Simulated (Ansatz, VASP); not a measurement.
# One calculation of Si, two programs

INCAR

```
SYSTEM = Si
PREC = Accurate
ENCUT = 520
EDIFF = 1E-6
ISMEAR = -1
SIGMA = 0.05
LREAL = .FALSE.
LASPH = .TRUE.
NELM = 100
ALGO = Normal
ISIF = 2
LWAVE = .FALSE.
LCHARG = .TRUE.
GGA = PE
LELF = .TRUE.
LVHAR = .TRUE.
NBANDS = 11
```

Contents of KPOINTS:

```
regular mesh
0
G
  8 8 8
  0 0 0
```

Contents of POSCAR:

```
Si
1.0
    0.0000000000      2.6850649043      2.6850649043
    2.6850649043      0.0000000000      2.6850649043
    2.6850649043      2.6850649043      0.0000000000
Si
2
Direct
    0.5000000000      0.5000000000      0.5000000000
    0.7500000000      0.7500000000      0.7500000000
```

input.yaml

```yaml
crystal:
  lattice:
    - [0.0, 2.6850649043, 2.6850649043]
    - [2.6850649043, 0.0, 2.6850649043]
    - [2.6850649043, 2.6850649043, 0.0]
  atoms:
    - { symbol: Si, position: [0.5, 0.5, 0.5] }
    - { symbol: Si, position: [0.75, 0.75, 0.75] }
hamiltonian:
  xc: pbe
  pseudopotentials: { kind: paw, azcp: { folder: soft_1 } }
kpoints:
  mp_grid: { grid: [8, 8, 8] }
scf:
  occupations: { method: fermi_dirac, width: 0.05 }
output:
  forces: true
  stress: true
  eigenvalues: true
```

Alike in both runs: task single point; functional PBE; k mesh 8 × 8 × 8; occupations fermi-dirac, width 0.05 eV; no spin polarisation.

|  | VASP | Ansatz |
| --- | --- | --- |
| version | VASP 6.6.1 | Ansatz 0.2.0 |
| potentials or method | VASP PAW PBE potentials, release 64 (Si) | Ansatz PAW soft_1 |
| plane-wave cutoff (eV) | 520 | 420 |
| valence electrons in the cell | 8 | 8 |

VASP gave:

| Quantity | Value |
| --- | --- |
| gap on the k mesh at the Fermi level (eV) | 0.56 |
| least direct gap on the mesh (eV) | 2.58 |
| pressure (GPa) | 5.5 |

**Question.** Which values does Ansatz return?

**Answer.** gap on the k mesh at the Fermi level (eV): 0.56; least direct gap on the mesh (eV): 2.57; pressure (GPa): 5.5.

A k mesh can miss the band edges. A hybrid or GW would open this gap; PBE tends to underestimate it.
